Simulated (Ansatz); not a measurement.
Crystal: B.

```xyz
2
Lattice="1.6246 0.0000 0.0000 0.0000 2.8662 0.0000 0.0000 0.0000 3.9144" Properties=species:S:1:pos:R:3 pbc="T T T"
B     0.0000    1.4331    2.3849
B     0.8123    0.0000    1.5295
```

The cell was built by a generator and needn't be a form met in nature.

| Item | Value |
| --- | --- |
| Program | Ansatz 0.2.0 |
| Task | relaxation of cell and atoms |
| Functional | r2SCAN |
| Dispersion | rVV10 |
| Potentials or basis | Ansatz PAW |
| Cutoff | 500 eV (not typed: the program's choice for these potentials) |
| k mesh | 16 × 9 × 7 |
| Occupations | fermi-dirac, width 0.05 eV |
| Spin | no spin polarisation |

At the start: volume 9.11 Å³/atom.

Task: How do energy, volume and symmetry change on relaxing?

Result: It ends after 7 steps and the volume is 8.74 Å³/atom (-4.1 %); space group Pmmn (No. 59, to 0.05 Å).

The path:
| step | energy change (eV) | largest force (eV/Å) | volume (Å³) |
| --- | --- | --- | --- |
| 1 | 0.0000 | 0.0805 | 18.23 |
| 2 | -0.0057 | 0.0184 | 17.65 |
| 3 | -0.0060 | 0.0024 | 17.45 |
| 4 | -0.0060 | 0.0016 | 17.48 |
| 5 | -0.0060 | 0.0016 | 17.48 |
| 6 | -0.0060 | 0.0004 | 17.49 |
| 7 | -0.0060 | 0.0005 | 17.49 |

Final structure:
```
B
1.0
     1.61700    0.00000    0.00000
     0.00000    2.87135    0.00000
     0.00000    0.00000    3.76595
B
2
Direct
  0.00000 0.50000 0.61412
  0.50000 0.00000 0.38588
```

Caveat: the plane-wave basis is chosen anew once the cell has moved, so the energies of steps on either side of that aren't comparable; the PAW data sets come from PBE, with cores solved anew for the run's functional, which leaves a small shift of forces and pressure.
